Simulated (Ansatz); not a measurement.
# Co (P6_3/mmc) in Ansatz: reference runs

Aim: a first look at Co with PBE, on the cell as given and on a disturbed one.

Everything below comes from runs of Ansatz 0.2.0. Logs are shortened: lines on timing, memory, paths and dates and some standing lists are left out, and cuts for length are marked.

**1. The crystal as given**

The structure is hexagonal, space group P6_3/mmc (No. 194). Conventional cell: a = 2.471 Å, b = 2.471 Å, c = 8.088 Å, α = 90.00°, β = 90.00°, γ = 120.00°. Around Co (site symmetry -6m2) lie 12 Co at 2.47 Å. Co (site symmetry -3m) has 12 Co at 2.47 Å as nearest neighbours.

**2. Single point, PBE, collinear spin, ferromagnetic start**

File input.yaml:

```yaml
crystal:
  lattice:
    - [2.4705617809, 0.0, 0.0]
    - [-1.2352808905, 2.1395692639, 0.0]
    - [0.0, 0.0, 8.0882338]
  atoms:
    - { symbol: Co, position: [0.6666666667, 0.3333333333, 0.75], spin: 2.0 }
    - { symbol: Co, position: [0.0, 0.0, 0.5], spin: 2.0 }
    - { symbol: Co, position: [0.3333333333, 0.6666666667, 0.25], spin: 2.0 }
    - { symbol: Co, position: [0.0, 0.0, 0.0], spin: 2.0 }
hamiltonian:
  xc: pbe
  pseudopotentials: { kind: paw }
magnetization:
  spin_polarized: true
kpoints:
  mp_grid: { grid: [12, 12, 4] }
scf:
  occupations: { method: fermi_dirac, width: 0.05 }
output:
  forces: true
  stress: true
  eigenvalues: true
```

Potentials or basis: Ansatz PAW.

The run is started by

```bash
$ ansatz run input.yaml --threads 2 --pin off --max-ram 5120MiB --backend cpu --events-out ev --progress --plain --runs-dir out
```

Output:

```text
Warning: RAYON_NUM_THREADS=2 ignored (pool sized by the plan → 2); use --threads N
Engine: ansatz 0.2.0, x86_64-unknown-linux-gnu
Pseudopotentials: kind: paw
Pseudopotential: Co, paw, valence charge 17, recommended cutoff 420 eV (normal), Co.paw.azcp
Functional definition: PBE
  parameter kappa = 0.804
  parameter beta = 0.06672455060314922
  exchange = pbe_x(kappa = kappa, mu = beta*pi^2/3)
  correlation = pbe_c(beta = beta)
Crystal: 4 atoms, lattice volume = 42.754 Å³
Basis set: ecut = 420 eV, 813 PW (Γ), exchange–correlation on 36×36×120 points (8 copies of the dense FFT grid, shifted against one another)
Bands: 46, of which v1, the nominal top of the filled ones, is band 34 counted from 1 (33 counted from 0)
Symmetry: 24 space group operations
Space group: P63/mmc (ITA 194), of the structure as read, at distance tolerance 3.5e-5 Å
Magnetic group: BNS 194.263 (UNI 1493), of the structure as read, at distance tolerance 3.5e-5 Å
k-points: 57 of 576
Non-local potential: Co, projectors of the file, l = 0: 3, l = 1: 2, l = 2: 3, l = 3: 1
PAW form: soft (Blöchl's): semilocal exchange-correlation on the pseudo side does not see the compensation charge
PAW one-centre angular grid: Co, 590 points (default); XC on 64 Gauss nodes
Initial density: superposition of atomic densities (chi_scale 0.1, normalization cell)
Starting moments: Σ|m| = 8 μB on 4 of 4 sites
Initial wavefunctions: pseudopotential atomic-orbital guess
Functional: x = pbe(κ = 0.804, μ = 0.2195149727645171), c = pbe(β = 0.06672455060314922)
SCF iter   1: F=—  HF=-20503.315552 eV  |F-HF|=—  |Δ(HF+E_count)|=         —  Δρ=8.41e-2 (↑5.73e-2 ↓8.41e-2)  dr2=4.80e0  dr2_m=1.34e-1  M=7.019 μB ∫|m|=7.287 μB  β_m=0.30  ethr=3.10e-3  ⟨swp⟩=5.7  Hψ=17538  notcnv=0  defer=15
Mixer restart at iter 1: flushing history
preconditioner: auto → Kerker (q_TF=auto, 2.948 Å⁻¹)  [metal: Δε(μ)=0.007 eV  Ē_g=9.230 eV  σ=0.050 eV  W_gap=0.03  n_scr=12 (ndim 8)  ℏωp=34.1 eV  f_vac=0.000  D(μ)=2.84/eV (n_scr^D=38)]
spin=Collinear: Kerker preconditioning applied to the charge; magnetization (m = ρ↑ − ρ↓) channel mixes plain (no charge-response kernel on spin).
SCF iter   2: F=—  HF=-20501.841763 eV  |F-HF|=—  |Δ(HF+E_count)|=    1.47e0  Δρ=3.18e-2 (↑1.19e-2 ↓3.18e-2)  dr2=3.34e-1  dr2_m=1.25e-1  M=7.034 μB ∫|m|=7.386 μB  β_m=0.35  ethr=3.10e-3  ⟨swp⟩=2.3  Hψ=8601  notcnv=0  defer=416
SCF iter   3: F=—  HF=-20502.995627 eV  |F-HF|=—  |Δ(HF+E_count)|=    1.15e0  Δρ=1.63e-2 (↑1.63e-2 ↓9.33e-3)  dr2=2.97e-2  dr2_m=4.44e-2  M=6.936 μB ∫|m|=7.371 μB  β_m=0.56  ethr=4.91e-4  ⟨swp⟩=2.0  Hψ=6271  notcnv=0  defer=417
SCF iter   4: F=—  HF=-20504.211709 eV  |F-HF|=—  |Δ(HF+E_count)|=    1.22e0  Δρ=1.35e-2 (↑1.35e-2 ↓1.22e-2)  dr2=1.37e-1  dr2_m=5.37e-3  M=6.767 μB ∫|m|=7.286 μB  β_m=0.56  ethr=4.37e-5  ⟨swp⟩=2.2  Hψ=10191  notcnv=0  defer=417
SCF iter   5: F=—  HF=-20504.528224 eV  |F-HF|=—  |Δ(HF+E_count)|=   3.17e-1  Δρ=5.16e-3 (↑5.16e-3 ↓4.17e-3)  dr2=2.23e-2  dr2_m=1.10e-3  M=6.672 μB ∫|m|=7.231 μB  β_m=0.67  ethr=4.37e-5  ⟨swp⟩=2.0  Hψ=10103  notcnv=0  defer=417
SCF iter   6: F=—  HF=-20504.580241 eV  |F-HF|=—  |Δ(HF+E_count)|=   5.20e-2  Δρ=1.98e-3 (↑1.98e-3 ↓1.90e-3)  dr2=4.31e-3  dr2_m=8.49e-5  M=6.626 μB ∫|m|=7.210 μB  β_m=0.63  ethr=3.29e-5  ⟨swp⟩=2.0  Hψ=8652  notcnv=0  defer=376
SCF iter   7: F=—  HF=-20504.583274 eV  |F-HF|=—  |Δ(HF+E_count)|=   3.03e-3  Δρ=8.62e-4 (↑6.15e-4 ↓8.62e-4)  dr2=6.71e-4  dr2_m=3.27e-5  M=6.614 μB ∫|m|=7.206 μB  β_m=0.62  ethr=6.34e-6  ⟨swp⟩=2.0  Hψ=7912  notcnv=0  defer=363
SCF iter   8: F=—  HF=-20504.583464 eV  |F-HF|=—  |Δ(HF+E_count)|=   1.90e-4  Δρ=2.85e-4 (↑2.85e-4 ↓2.81e-4)  dr2=4.56e-5  dr2_m=1.28e-5  M=6.608 μB ∫|m|=7.205 μB  β_m=0.81  ethr=9.87e-7  ⟨swp⟩=2.0  Hψ=7331  notcnv=0  defer=363
SCF iter   9: F=—  HF=-20504.583486 eV  |F-HF|=—  |Δ(HF+E_count)|=   2.25e-5  Δρ=1.66e-4 (↑6.78e-5 ↓1.66e-4)  dr2=1.85e-5  dr2_m=1.17e-6  M=6.609 μB ∫|m|=7.206 μB  β_m=0.90  ethr=6.71e-8  ⟨swp⟩=2.4  Hψ=8123  notcnv=0  defer=363
SCF iter  10: F=—  HF=-20504.583485 eV  |F-HF|=—  |Δ(HF+E_count)|=   1.10e-6  Δρ=6.91e-5 (↑1.56e-5 ↓6.91e-5)  dr2=1.39e-6  dr2_m=4.46e-7  M=6.609 μB ∫|m|=7.206 μB  β_m=0.95  ethr=2.72e-8  ⟨swp⟩=1.8  Hψ=6147  notcnv=0  defer=363
SCF iter  11: F=—  HF=-20504.583485 eV  |F-HF|=—  |Δ(HF+E_count)|=   2.82e-7  Δρ=5.73e-5 (↑1.86e-5 ↓5.73e-5)  dr2=1.57e-6  dr2_m=2.04e-7  M=6.609 μB ∫|m|=7.206 μB  β_m=0.98  ethr=2.04e-9  ⟨swp⟩=2.1  Hψ=7014  notcnv=0  defer=363
SCF iter  12: F=—  HF=-20504.583485 eV  |F-HF|=—  |Δ(HF+E_count)|=   1.62e-8  Δρ=1.33e-5 (↑1.06e-5 ↓1.33e-5)  dr2=1.37e-7  dr2_m=3.64e-9  M=6.609 μB ∫|m|=7.206 μB  β_m=0.90  ethr=2.04e-9  ⟨swp⟩=2.0  Hψ=6827  notcnv=0  defer=363
SCF iter  13: F=—  HF=-20504.583485 eV  |F-HF|=—  |Δ(HF+E_count)|=   1.98e-8  Δρ=6.43e-6 (↑2.17e-6 ↓6.43e-6)  dr2=1.73e-8  dr2_m=2.39e-9  M=6.609 μB ∫|m|=7.206 μB  β_m=0.95  ethr=2.02e-10  ⟨swp⟩=2.1  Hψ=7414  notcnv=0  defer=363
SCF iter  14: F=-20504.583485 eV  HF=-20504.583485 eV  |F-HF|=6.15e-10  |Δ(HF+E_count)|=  9.82e-11  Δρ=7.61e-7 (↑7.46e-7 ↓7.61e-7)  dr2=5.94e-10  dr2_m=1.40e-12  M=6.609 μB ∫|m|=7.206 μB  ethr=2.55e-11  ⟨swp⟩=6.7  Hψ=19681  notcnv=0
SCF 1 converged in 14 iterations: F = -20504.583485 eV  dr2 = 5.94e-10
SCF converged after 14 iterations
Magnetization: 6.6091 μB (37.3046 up, 30.6954 down)
Absolute magnetization: 7.2077 μB (∫|ρ↑−ρ↓|, with the PAW one-centre terms)
Spin contamination: 0.1049 ħ² per cell (⟨S²⟩ above its minimum at these occupations)
Per-site moments (μB) at R_I (Å): [(1.731774222191639, 1.0191067346264122), (1.7101756504964631, 1.0191067346264122), (1.731774222191639, 1.0191067346264122), (1.7101756504964636, 1.0191067346264122)]
Free energy (F): -20504.583485 eV
Harris-Foulkes:  -20504.583485 eV  (|F-HF|=6.15e-10)
Internal energy: -20504.550397 eV  (E = F + TS)
E sigma→0 (E₀):  -20504.566941 eV
Entropy (-TS):   -0.033088 eV (-8.272 meV/atom)
Fermi energy:    19.099740 eV
--- Per-component energies (eV) ---
  E_band       = -954.517810
  E_kinetic    = 1816.297602
  E_local      = -11242.389417  (includes V_loc(G=0)·N_el)
  E_nonlocal   = 1816.184460
  E_hartree    = 4715.634219
  E_xc         = -636.794748
  E_vxc        = -821.799866  (∫ρ·V_xc dr)
  E_paw        = -6060.621648  (= ΣΔE_a)
  E_vpaw       = -1954.082496  (= ΣTr[D̂ρ^β])
  E_aug_tail   = 0.000336  (compensation charges beyond the density's cutoff)
  E_ewald      = -10912.861201
  E_smearing   = -0.033088  (= −TS)
  E_closure    = 0.000000  (closes the sum)
  Σ components = -20504.583485   (vs F -20504.583485, Δ=0.00e0)
--- Forces (eV/Å), atoms counted from 1 ---
  atom   1  Co     0.00000000     0.00000000     0.00000000
  atom   2  Co     0.00000000    -0.00000000     0.00000000
  atom   3  Co    -0.00000000    -0.00000000     0.00000000
  atom   4  Co    -0.00000000    -0.00000000     0.00000000
  max |Σ_I F_I| component: 5.78e-18 eV/Å
--- Stress (GPa, compression-positive) ---
        5.984634       0.000000       0.000000
        0.000000       5.984634       0.000000
        0.000000       0.000000       2.074124
  P = ⅓ Tr σ = 4.6811 GPa (46.811 kbar)
--- Band table (eV; the first three rows and the last of 114) ---
  k-point 0 ↑: bands = ["-77.0780", "-77.0626", "-77.0238", "-77.0082", "-40.4878", "-40.3578", "-40.2729", "-40.1701", "-40.1701", "-40.1522", "-40.1522", "-40.1403", "-40.1393", "-40.1393", "-40.1214", "-40.1214", "9.9088", "12.1313", "12.1577", "13.7617", "15.9882", "16.0216", "16.2651", "16.2651", "16.3058", "16.3058", "16.3237", "16.5585", "16.5585", "16.6313", "16.6313", "17.2446", "17.2446", "17.5752", "17.5752", "17.8973", "17.8973", "18.2942", "18.2942", "18.6949", "25.2827", "33.7603", "33.7629", "40.8481", "41.4242", "42.3590"]
  k-point 1 ↑: bands = ["-77.0762", "-77.0656", "-77.0208", "-77.0100", "-40.4755", "-40.3923", "-40.2380", "-40.1684", "-40.1684", "-40.1569", "-40.1569", "-40.1529", "-40.1347", "-40.1347", "-40.1231", "-40.1231", "10.0658", "11.2498", "12.9999", "13.7221", "16.0425", "16.2584", "16.2812", "16.2922", "16.2922", "16.3337", "16.3337", "16.5163", "16.5163", "16.5823", "16.5823", "17.3018", "17.3018", "17.5271", "17.5271", "17.9721", "17.9721", "18.1094", "18.2462", "18.2462", "26.1793", "30.8745", "36.7834", "40.9386", "41.3014", "42.0776"]
  k-point 2 ↑: bands = ["-77.0714", "-77.0714", "-77.0149", "-77.0149", "-40.4411", "-40.4411", "-40.1883", "-40.1883", "-40.1636", "-40.1636", "-40.1636", "-40.1636", "-40.1279", "-40.1279", "-40.1279", "-40.1279", "10.5258", "10.5258", "13.5294", "13.5294", "16.1704", "16.1704", "16.3504", "16.3504", "16.3504", "16.3504", "16.4951", "16.4951", "16.4951", "16.4951", "17.0274", "17.0274", "17.4198", "17.4198", "17.4198", "17.4198", "18.1205", "18.1205", "18.1205", "18.1205", "28.2599", "28.2599", "39.7531", "39.7531", "41.1836", "41.1836"]
  k-point 56 ↓: bands = ["-74.9004", "-74.9004", "-74.8906", "-74.8906", "-38.3524", "-38.3524", "-38.3281", "-38.3281", "-38.2872", "-38.2872", "-38.2739", "-38.2739", "-38.1762", "-38.1762", "-38.1596", "-38.1596", "16.1660", "16.1660", "16.2660", "16.2660", "16.2745", "16.2745", "16.3659", "16.3659", "17.3712", "17.3712", "17.4652", "17.4652", "18.8212", "18.8212", "19.3692", "19.3692", "20.0818", "20.0818", "20.1812", "20.1812", "24.8120", "24.8120", "25.3465", "25.3465", "25.9716", "25.9716", "28.7816", "28.7816", "30.5569", "30.5569"]
```

It took 17 s on 2 threads of Intel Xeon at 2.70GHz, shared host; peak memory 0.55 GiB.

What came out:

| Property | Result |
| --- | --- |
| Free energy | -20504.5835 eV |
| Pressure | 4.7 GPa |
| Band gap on the k mesh | none (metal or under the smearing width) |
| Net moment | 6.61 μB per cell |
| Absolute moment | 7.21 μB per cell |
| Site moments | Co +1.73, +1.71 μB |

Stress tensor (GPa, compression positive):
```
5.98 0.00 0.00
0.00 5.98 0.00
0.00 0.00 2.07
```

**3. Single point, PBE, collinear spin, ferromagnetic start (atoms moved at random, drawn with an rms of 0.05 Å)**

File input.yaml:

```yaml
crystal:
  lattice:
    - [2.4705617809, 0.0, 0.0]
    - [-1.2352808905, 2.1395692639, 0.0]
    - [0.0, 0.0, 8.0882338]
  atoms:
    - { symbol: Co, position: [0.666292, 0.326734, 0.742874], spin: 2.0 }
    - { symbol: Co, position: [-0.01058, 0.002001, 0.496243], spin: 2.0 }
    - { symbol: Co, position: [0.347506, 0.695356, 0.254161], spin: 2.0 }
    - { symbol: Co, position: [0.016481, -0.001814, -0.006647], spin: 2.0 }
hamiltonian:
  xc: pbe
  pseudopotentials: { kind: paw }
magnetization:
  spin_polarized: true
kpoints:
  mp_grid: { grid: [12, 12, 4] }
scf:
  occupations: { method: fermi_dirac, width: 0.05 }
output:
  forces: true
  stress: true
  eigenvalues: true
```

Potentials or basis: Ansatz PAW.

The run is started by

```bash
$ ansatz run input.yaml --threads 2 --pin off --max-ram 5120MiB --backend cpu --events-out ev --progress --plain --runs-dir out
```

Output:

```text
Warning: RAYON_NUM_THREADS=2 ignored (pool sized by the plan → 2); use --threads N
Engine: ansatz 0.2.0, x86_64-unknown-linux-gnu
Pseudopotentials: kind: paw
Pseudopotential: Co, paw, valence charge 17, recommended cutoff 420 eV (normal), Co.paw.azcp
Functional definition: PBE
  parameter kappa = 0.804
  parameter beta = 0.06672455060314922
  exchange = pbe_x(kappa = kappa, mu = beta*pi^2/3)
  correlation = pbe_c(beta = beta)
Crystal: 4 atoms, lattice volume = 42.754 Å³
Basis set: ecut = 420 eV, 813 PW (Γ), exchange–correlation on 36×36×120 points (8 copies of the dense FFT grid, shifted against one another)
[... 55 lines left out ...]
  E_aug_tail   = 0.000336  (compensation charges beyond the density's cutoff)
  E_ewald      = -10900.105568
  E_smearing   = -0.032522  (= −TS)
  E_closure    = -0.000000  (closes the sum)
  Σ components = -20504.542800   (vs F -20504.542800, Δ=0.00e0)
--- Forces (eV/Å), atoms counted from 1 ---
  atom   1  Co     0.00315793     0.05498681     0.39449962
  atom   2  Co     0.10651218     0.05270900     0.08924036
  atom   3  Co    -0.00235491    -0.14595440    -0.73219218
  atom   4  Co    -0.10731490     0.03825867     0.24845342
  max |Σ_I F_I| component: 1.22e-6 eV/Å
--- Stress (GPa, compression-positive) ---
        7.146417      -0.011684      -0.017048
       -0.011684       5.341206       0.290369
       -0.017048       0.290369       3.158809
  P = ⅓ Tr σ = 5.2155 GPa (52.155 kbar)
--- Band table (eV; the first three rows and the last of 584) ---
  k-point 0 ↑: bands = ["-77.0825", "-77.0550", "-77.0266", "-77.0081", "-40.4923", "-40.3565", "-40.2763", "-40.1784", "-40.1754", "-40.1549", "-40.1511", "-40.1424", "-40.1364", "-40.1308", "-40.1209", "-40.1136", "9.9039", "12.1007", "12.1920", "13.7529", "15.9132", "16.0686", "16.2448", "16.2475", "16.2844", "16.3124", "16.3471", "16.5541", "16.5639", "16.6254", "16.6429", "17.2072", "17.2893", "17.5550", "17.5833", "17.8875", "17.9175", "18.2522", "18.3561", "18.7134", "25.2533", "33.5415", "33.9863", "40.8339", "41.4418", "42.3401"]
  k-point 1 ↑: bands = ["-77.0816", "-77.0574", "-77.0234", "-77.0097", "-40.4810", "-40.3905", "-40.2422", "-40.1781", "-40.1745", "-40.1583", "-40.1554", "-40.1436", "-40.1394", "-40.1295", "-40.1215", "-40.1150", "10.0587", "11.2547", "12.9989", "13.7145", "15.9962", "16.2354", "16.2651", "16.2708", "16.3084", "16.3428", "16.3496", "16.5086", "16.5212", "16.5832", "16.6011", "17.2658", "17.3411", "17.5100", "17.5392", "17.9519", "17.9848", "18.1285", "18.2147", "18.3085", "26.1460", "30.8770", "36.7871", "40.9184", "41.3251", "42.0811"]
  k-point 2 ↑: bands = ["-77.0807", "-77.0596", "-77.0194", "-77.0124", "-40.4602", "-40.4258", "-40.2067", "-40.1788", "-40.1732", "-40.1722", "-40.1581", "-40.1508", "-40.1379", "-40.1259", "-40.1223", "-40.1170", "10.4381", "10.6121", "13.5018", "13.5469", "16.0833", "16.2210", "16.2963", "16.3030", "16.3868", "16.3934", "16.4448", "16.4583", "16.5297", "16.5449", "16.9642", "17.1209", "17.3768", "17.4043", "17.4264", "17.4744", "18.0262", "18.1006", "18.1533", "18.2218", "27.9547", "28.5394", "39.4898", "40.0510", "41.0797", "41.2799"]
  k-point 291 ↓: bands = ["-74.9274", "-74.9058", "-74.9022", "-74.8716", "-38.4446", "-38.4115", "-38.3956", "-38.3707", "-38.2322", "-38.2221", "-38.2069", "-38.1727", "-38.1666", "-38.1439", "-38.1322", "-38.1175", "14.9168", "15.0426", "15.0850", "15.2390", "15.8125", "15.9616", "17.1869", "17.3320", "18.1219", "18.1650", "18.2255", "18.3797", "18.7684", "18.8790", "19.8997", "20.0162", "20.3257", "20.3725", "20.4667", "20.4709", "21.4081", "21.5033", "22.5001", "22.6039", "27.1758", "27.4552", "29.1020", "29.1778", "34.2025", "34.2582"]
```

Wall time 1.7 min (2 threads of Intel Xeon at 2.70GHz, shared host); peak memory 1.1 GiB.

Results:

```yaml
Free_energy: -20504.5428 eV
Pressure: 5.2 GPa
Largest_force: 0.747 eV/Å
Band_gap_on_the_k_mesh: none (metal or under the smearing width)
Net_moment: 6.61 μB per cell
Absolute_moment: 7.20 μB per cell
Site_moments: Co +1.72, +1.69, +1.74, +1.73 μB
```

Forces on the atoms (eV/Å):
```
Co   0.003  0.055  0.394
Co   0.107  0.053  0.089
Co  -0.002 -0.146 -0.732
Co  -0.107  0.038  0.248
```
